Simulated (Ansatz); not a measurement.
Input and command of a calculation in Ansatz (plane waves; scalar-relativistic PAW potentials unless the input names others):

```yaml
crystal:
  lattice:
    - [-4.4046427016, 4.4046427016, 1.8824189523]
    - [4.4046427016, -4.4046427016, 1.8824189523]
    - [4.4046427016, 4.4046427016, -1.8824189523]
  atoms:
    - { symbol: Ti, position: [0.28971502, 0.0113836866, 0.3010987067] }
    - { symbol: Ti, position: [0.0113836866, 0.71028498, 0.7216686666] }
    - { symbol: Ti, position: [0.9886163134, 0.28971502, 0.2783313334] }
    - { symbol: Ti, position: [0.71028498, 0.9886163134, 0.6989012933] }
    - { symbol: O, position: [0.4928935817, 0.1524580986, 0.6453516803] }
    - { symbol: O, position: [0.1615537427, 0.8438900605, 0.0054438032] }
    - { symbol: O, position: [0.1524580986, 0.5071064183, 0.6595645168] }
    - { symbol: O, position: [0.1561099395, 0.1615537427, 0.3176636822] }
    - { symbol: O, position: [0.8438900605, 0.8384462573, 0.6823363178] }
    - { symbol: O, position: [0.8475419014, 0.4928935817, 0.3404354832] }
    - { symbol: O, position: [0.8384462573, 0.1561099395, 0.9945561968] }
    - { symbol: O, position: [0.5071064183, 0.8475419014, 0.3546483197] }
basis:
  ecutwfc: 420
  xc_grid: 2
kpoints:
  mp_grid: { grid: [8, 8, 8] }
hamiltonian:
  xc: pbe
scf:
  occupations: { method: gaussian, width: 0.02 }
  eigensolver: { kind: davidson }
output:
  forces: true
  eigenvalues: true
  stress: true
```

```bash
ansatz run input.yaml --threads 2 --pin off --max-ram 5120MiB --backend cpu --events-out ev --progress --plain --runs-dir out
```

Abridged log:
```
Basis set: ecut = 420 eV, 2811 PW (Γ), exchange–correlation on 90×90×90 points (8 copies of the dense FFT grid, shifted against one another)
Bands: 60, of which v1, the nominal top of the filled ones, is band 48 counted from 1 (47 counted from 0)
Symmetry: 8 space group operations
k-points: 78 of 512
SCF iter   1: F=—  HF=-14554.626279 eV  |F-HF|=—  |Δ(HF+E_count)|=         —  Δρ=5.51e-3  dr2=5.12e-2  ethr=1.77e-3  ⟨swp⟩=5.6  Hψ=19312  notcnv=0
SCF iter   2: F=—  HF=-14554.622668 eV  |F-HF|=—  |Δ(HF+E_count)|=   3.61e-3  Δρ=3.49e-3  dr2=1.35e-2  ethr=5.34e-5  ⟨swp⟩=5.0  Hψ=12370  notcnv=1  defer=21
SCF iter   3: F=—  HF=-14554.620732 eV  |F-HF|=—  |Δ(HF+E_count)|=   1.94e-3  Δρ=1.34e-3  dr2=3.06e-3  ethr=1.41e-5  ⟨swp⟩=4.0  Hψ=10347  notcnv=0
automatic band count: iteration 3 solves 54 bands in place of 60: the levels show a gap, and the empty bands left out lie too high to hold charge; the band table lists the bands solved (type scf.n_extra_bands for more)
SCF iter   4: F=—  HF=-14554.620781 eV  |F-HF|=—  |Δ(HF+E_count)|=   4.96e-5  Δρ=6.23e-4  dr2=9.32e-4  ethr=3.19e-6  ⟨swp⟩=3.9  Hψ=9941  notcnv=0  defer=33
SCF iter   5: F=—  HF=-14554.620656 eV  |F-HF|=—  |Δ(HF+E_count)|=   1.25e-4  Δρ=2.98e-4  dr2=2.55e-4  ethr=9.71e-7  ⟨swp⟩=3.0  Hψ=8773  notcnv=0
SCF iter   6: F=—  HF=-14554.620715 eV  |F-HF|=—  |Δ(HF+E_count)|=   5.86e-5  Δρ=3.20e-4  dr2=1.79e-4  ethr=2.66e-7  ⟨swp⟩=4.4  Hψ=11711  notcnv=0
SCF iter   7: F=—  HF=-14554.620698 eV  |F-HF|=—  |Δ(HF+E_count)|=   1.72e-5  Δρ=2.15e-4  dr2=7.65e-5  ethr=1.87e-7  ⟨swp⟩=2.0  Hψ=8002  notcnv=0
SCF iter   8: F=—  HF=-14554.620474 eV  |F-HF|=—  |Δ(HF+E_count)|=   2.24e-4  Δρ=3.99e-5  dr2=2.40e-6  ethr=2.31e-9  ⟨swp⟩=3.1  Hψ=19495  notcnv=0
SCF iter   9: F=—  HF=-14554.620474 eV  |F-HF|=—  |Δ(HF+E_count)|=   2.75e-7  Δρ=2.97e-5  dr2=1.48e-6  ethr=2.31e-9  ⟨swp⟩=2.6  Hψ=8007  notcnv=0
SCF iter  10: F=-14554.620474 eV  HF=-14554.620474 eV  |F-HF|=1.14e-8  |Δ(HF+E_count)|=   8.30e-8  Δρ=3.72e-6  dr2=2.57e-8  ethr=1.55e-9  ⟨swp⟩=3.7  Hψ=9466  notcnv=0
SCF 1 converged in 10 iterations: F = -14554.620474 eV  dr2 = 2.57e-8
  Residual-converged pass: ⟨swp⟩=4.0  Hψ=12370  notcnv=0  max |occ|·‖R‖ = 6.6e-6 eV (tolerance 6.7e-6 eV) dr2=1.89e-8  dr2_onsite=2.04e-9  max |Δocc| = 0.0e0
SCF converged after 10 iterations
Free energy (F): -14554.620474 eV
Harris-Foulkes:  -14554.620474 eV  (|F-HF|=1.14e-8)
Internal energy: -14554.620474 eV  (E = F + TS)
E sigma→0 (E₀):  -14554.620474 eV
Fermi energy:    7.461113 eV
--- Forces (eV/Å), atoms counted from 1 ---
  atom   1  Ti    -0.00042687     0.00061909     0.00000000
  atom   2  Ti    -0.00061909    -0.00042687     0.00000000
  atom   3  Ti     0.00061909     0.00042687     0.00000000
  atom   4  Ti     0.00042687    -0.00061909     0.00000000
  atom   5  O      0.00069549    -0.00075521     0.00000000
  atom   6  O     -0.00005414     0.00022594     0.00000000
  atom   7  O      0.00075521     0.00069549     0.00000000
  atom   8  O      0.00022594     0.00005414     0.00000000
  atom   9  O     -0.00022594    -0.00005414     0.00000000
  atom  10  O     -0.00075521    -0.00069549     0.00000000
  atom  11  O      0.00005414    -0.00022594     0.00000000
  atom  12  O     -0.00069549     0.00075521     0.00000000
--- Stress (GPa, compression-positive) ---
        0.011118      -0.000001       0.000000
        0.000001       0.011118       0.000000
        0.000000       0.000000      -0.002410
  P = ⅓ Tr σ = 0.0066 GPa (0.066 kbar)
```

Apart from outputs, empty bands and the relaxation, which only the reference makes, the input differs from a reference run on usual settings in basis.xc_grid: not typed → 2; scf.eigensolver.kind: not typed → "davidson". The reference, at the same geometry, ended its own course with pressure 0.01 GPa, largest force 0.001 eV/Å, gap on the mesh 2.01 eV. This run converged in 10 SCF iterations with an energy at zero smearing within 0.01 meV/atom of the reference's, pressure 0.01 GPa, largest force 0.001 eV/Å, gap on the mesh 2.01 eV.

It took 42 s on 2 threads of Intel(R) Xeon(R) Platinum 8259CL CPU @ 2.50GHz (Skylake/Cascade Lake) (shared host), peak memory 0.78 GiB.